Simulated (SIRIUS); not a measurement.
# Sb (P-1) in SIRIUS: single point with PBEsol

Aim: the single point of Sb with PBEsol.

All numbers are computed with SIRIUS 7.10.0; they aren't measurements. Logs are shortened: lines on timing, memory, paths and dates and some standing lists are left out, and cuts for length are marked. The log counts tension as positive stress, the text compression.

### Step 1. The cell of the first run

The typed cell holds 1 atom: a = 3.382 Å, b = 3.331 Å, c = 3.372 Å, α = 58.76°, β = 60.66°, γ = 59.68°.

This isn't the form of Sb at room conditions, which is rhombohedral.

### Step 2. Single point, PBEsol (cell strained at random at fixed volume)

Contents of sirius.json:

```json
{
  "control": {
    "processing_unit": "cpu",
    "verbosity": 2,
    "num_bands_to_print": 14,
    "print_forces": true,
    "print_stress": true
  },
  "parameters": {
    "electronic_structure_method": "pseudopotential",
    "xc_functionals": ["XC_GGA_X_PBE_SOL", "XC_GGA_C_PBE_SOL"],
    "gk_cutoff": 9.0,
    "pw_cutoff": 18.0,
    "ngridk": [10, 10, 10],
    "shiftk": [0, 0, 0],
    "smearing": "fermi_dirac",
    "smearing_width": 0.0018374661,
    "num_bands": 14,
    "num_mag_dims": 0,
    "num_dft_iter": 100,
    "energy_tol": 1e-08,
    "density_tol": 1e-06
  },
  "iterative_solver": {
    "type": "davidson",
    "min_tolerance": 1e-09,
    "tolerance_scale": [0.1, 0.25]
  },
  "mixer": {
    "type": "anderson",
    "beta": 0.7,
    "max_history": 8
  },
  "settings": {
    "tol_ne": 1e-10,
    "pseudo_grid_cutoff": 6.5
  },
  "unit_cell": {
    "lattice_vectors": [
      [-0.004956958124, 0.703994804306, 0.710187823097],
      [0.700755615659, 0.013114367109, 0.692116497865],
      [0.712547870988, 0.697715734402, 0.00132211178]
    ],
    "lattice_vectors_scale": 6.3905076933,
    "atom_coordinate_units": "lattice",
    "atom_types": ["Sb"],
    "atom_files": {
      "Sb": "Sb.json"
    },
    "atoms": {
      "Sb": [
        [-0.007538, 0.013091, -0.010743]
      ]
    }
  }
}
```

Potentials or basis: PseudoDojo 0.4.1 PBEsol standard (scalar relativistic).

Run with:

```sh
$ upf_to_json Sb.upf
$ OMP_NUM_THREADS=1 sirius.scf --input=sirius.json --output=out.json --task=0
```

Output:

```text
[info] SIRIUS version : 7.10.0
[info] number of MPI ranks           : 1
[info] MPI grid                      : 1 1
[info] maximum number of OMP threads : 1
[fft] FFT context for density and potential
[fft] =====================================
[fft]   comm size                             : 1
[fft]   plane wave cutoff                     : 18
[fft]   grid size                             : 40 40 40   total : 64000
[fft]   grid limits                           : -19 20   -19 20   -19 20
[fft]   number of G-vectors within the cutoff : 8859
[fft]   local number of G-vectors             : 8859
[fft]   number of G-shells                    : 8859
[fft] FFT context for coarse grid
[fft] =====================================
[fft]   comm size                             : 1
[fft]   plane wave cutoff                     : 18
[fft]   grid size                             : 40 40 40   total : 64000
[fft]   grid limits                           : -19 20   -19 20   -19 20
[fft]   number of G-vectors within the cutoff : 8859
[fft]   local number of G-vectors             : 8859
[fft]   number of G-shells                    : 8859
[unit cell] lattice vectors
[unit cell]   a1 :      -0.0316774790      4.4988842130      4.5384607472
[unit cell]   a2 :       4.4781841530      0.0838074639      4.4229758043
[unit cell]   a3 :       4.5535426514      4.4587577684      0.0084489655
[unit cell] reciprocal lattice vectors
[unit cell]   b1 :      -0.6885545591      0.7018961097      0.6838495430
[unit cell]   b2 :       0.7052310581     -0.7215877074      0.7202176397
[unit cell]   b3 :       0.6814955571      0.7145287054     -0.7035411407
[unit cell] unit cell volume :       179.95103920 [a.u.^3]
[unit cell] 1/sqrt(omega)    :         0.07454574
[unit cell] MT volume        :         0.00000000 ( 0.00%)
[unit cell] IT volume        :       179.95103920 (100.00%)
[unit cell] number of atom types : 1
[unit cell] type id : 0 symbol : Sb mt_radius :  14.330000 num_atoms : 1
[unit cell] total number of atoms : 1
[unit cell] number of symmetry classes : 1
[unit cell] number of PAW atoms : 0
[unit cell] atom id  type id  class id             position                      vector_field
[unit cell] ------------------------------------------------------------------------------------------
[unit cell]      0        0        0     -0.00754   0.01309  -0.01074      0.00000   0.00000   0.00000
[unit cell] atom id         position (Cartesian, a.u.)
[unit cell] ---------------------------------------------
[unit cell]      0       0.009944   -0.080716    0.023599
[unit cell] class id : 0 atom id : 0
[... 269 lines left out ...]
[find] --------------------------------------------------------------------------------
[find] valence_eval_sum               :      -5.00224790
[find] <rho|V^{XC}>                   :     -13.83574917
[find] <rho|E^{XC}>                   :     -22.51012384
[find] <mag|B^{XC}>                   :       0.00000000
[find] <rho|V^{H}>                    :      39.10283307
[find] one-electron contribution      :     -30.26933180 (Ha),     -60.53866360 (Ry)
[find] hartree contribution           :      19.55141653
[find] xc contribution                :     -22.51012384
[find] ewald contribution             :     -57.54505809
[find] PAW contribution               :       0.00000000
[find] smearing (-TS)                 :      -0.00017852
[find] SCF correction                 :       0.00000052
[find] Total energy                   :     -90.77309667 (Ha),    -181.54619335 (Ry)
[find] Free energy (E-TS)             :     -90.77327519 (Ha),    -181.54655039 (Ry)
[find] band gap (eV)                  :       0.00000000
[find] Efermi                         :       0.44842351
[find] iteration : 9, RMS : 2.044616177914e-08, energy difference : -2.326032699784e-10
[find] Hartree energy of density residual : 2.482183945799e-14
[find] bands are converged : false
[find] iterative solver converged : true
[find] converged after 10 SCF iterations!
[find] Charges and magnetic moments
[find] --------------------------------------------------------------------------------
[find] total charge          : 15.000000
[find] Energy
[find] --------------------------------------------------------------------------------
[find] valence_eval_sum               :      -5.00224790
[find] <rho|V^{XC}>                   :     -13.83574917
[find] <rho|E^{XC}>                   :     -22.51012384
[find] <mag|B^{XC}>                   :       0.00000000
[find] <rho|V^{H}>                    :      39.10283307
[find] one-electron contribution      :     -30.26933180 (Ha),     -60.53866360 (Ry)
[find] hartree contribution           :      19.55141653
[find] xc contribution                :     -22.51012384
[find] ewald contribution             :     -57.54505809
[find] PAW contribution               :       0.00000000
[find] smearing (-TS)                 :      -0.00017852
[find] SCF correction                 :       0.00000052
[find] Total energy                   :     -90.77309667 (Ha),    -181.54619335 (Ry)
[find] Free energy (E-TS)             :     -90.77327519 (Ha),    -181.54655039 (Ry)
[find] band gap (eV)                  :       0.00000000
[find] Efermi                         :       0.44842351
[ground_state] === stress tensor components [kbar] ===
[ground_state] === stress_kin ===
[ground_state] -57984.632182   -9.196783    6.900874
[ground_state]    -9.196783-57988.812438  -11.726984
[ground_state]     6.900874  -11.726984-57983.067810
[ground_state] === stress_har ===
[ground_state] -10618.616512   83.014186 -242.350211
[ground_state]    83.014186-10675.321198  312.538803
[ground_state]  -242.350211  312.538803-10671.560299
[ground_state] === stress_ewald ===
[ground_state] 31426.592432  154.839837 -429.878557
[ground_state]   154.83983731324.280815  553.868951
[ground_state]  -429.878557  553.86895131332.153249
[ground_state] === stress_vloc ===
[ground_state]  4781.742272 -230.432363  662.810392
[ground_state]  -230.432363 4952.086985 -855.767284
[ground_state]   662.810392 -855.767284 4936.195503
[ground_state] === stress_xc ===
[ground_state] -14003.673609   -0.006878   -0.071129
[ground_state]    -0.006878-14003.867643    0.107628
[ground_state]    -0.071129    0.107628-14003.807155
[ground_state] === stress_core ===
[ground_state] 21614.882930    0.062678    0.035661
[ground_state]     0.06267821614.981297   -0.027413
[ground_state]     0.035661   -0.02741321614.913848
[ground_state] === stress_nonloc ===
[ground_state] 24795.591097   -2.389043    0.469181
[ground_state]    -2.38904324788.107555    0.103694
[ground_state]     0.469181    0.10369424790.805937
[ground_state] === stress_us_nl ===
[ground_state] 24795.591097   -2.389043    0.469181
[ground_state]    -2.38904324788.107555    0.103694
[ground_state]     0.469181    0.10369424790.805937
[ground_state] === stress_total ===
[ground_state]    11.886428   -4.108366   -2.083789
[ground_state]    -4.108366   11.455373   -0.902605
[ground_state]    -2.083789   -0.902605   15.633273
[ground_state] ==== total Forces in Ha/bohr =====
[ground_state] atom:    0, force:       0.0000000      0.0000000      0.0000000
[ground_state] ==== ultrasoft contribution from Qij =====
[ground_state] atom:    0, force:       0.0000000      0.0000000      0.0000000
[ground_state] ==== non-local contribution from Beta-projector =====
[ground_state] atom:    0, force:       0.0000000      0.0000000      0.0000000
[ground_state] ==== contribution from local potential =====
[ground_state] atom:    0, force:       0.0000000      0.0000000      0.0000000
[ground_state] ==== contribution from core density =====
[ground_state] atom:    0, force:       0.0000000      0.0000000      0.0000000
[ground_state] ==== Ewald forces from ions =====
[ground_state] atom:    0, force:       0.0000000      0.0000000      0.0000000
[~DFT_ground_state] local op. applied: 173259
[~DFT_ground_state] evp. work count: 50512.8
[~DFT_ground_state] number of iterative solver steps: 18862
```

Run time: 3.9 min. Hardware: 1 thread of Arm Neoverse V2, shared host; peak memory 1.5 GiB.

What came out:

| Item | Value |
| --- | --- |
| Free energy | -2470.0667 eV |
| Pressure | -1.3 GPa |
| Band gap on the k mesh | none (metal or under the smearing width) |

Stress tensor (GPa, compression positive):
```
-1.19  0.41  0.21
 0.41 -1.15  0.09
 0.21  0.09 -1.56
```
